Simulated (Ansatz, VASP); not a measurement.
Two plane-wave programs on Co2Si

```xyz
3
Lattice="2.6394 0.0000 0.0000 0.0000 2.6394 0.0000 0.0000 0.0000 5.0395" Properties=species:S:1:pos:R:3 pbc="T T T"
Co    0.0000    0.0000    3.9093
Co    0.0000    0.0000    1.1302
Si    1.3197    1.3197    2.5198
```

Alike in both runs: functional PBE; k mesh 6 × 6 × 4; occupations gaussian, width 0.1 eV; collinear spin.

Ansatz relaxed the structure, and its values are those at the end. VASP's run is a single point on that final structure, the one shown.

|  | VASP | Ansatz |
| --- | --- | --- |
| version | VASP 6.6.1 | Ansatz 0.2.0 |
| potentials or method | VASP PAW PBE potentials, release 64 (Co, Si) | scalar-relativistic, plane waves, PAW |
| plane-wave cutoff (eV) | 520 | 420 |
| valence electrons in the cell | 22 | 38 |

```csv
,VASP,Ansatz,Ansatz less VASP
gap on the k mesh at the Fermi level (eV),none,none,-
pressure (GPa),-0.1,-0.2,-0.04
rms of the force components (eV/Å),0.027,0.001,-0.0258
net moment per atom (μB),0.21,0.21,+0.001
```

A gap of «none» marks a metal or a gap that the smearing closes. The two sets of potentials don't hold the same shells in valence.

Caveats: the k mesh is coarse (spacing up to 0.40 Å⁻¹), so the values aren't converged.
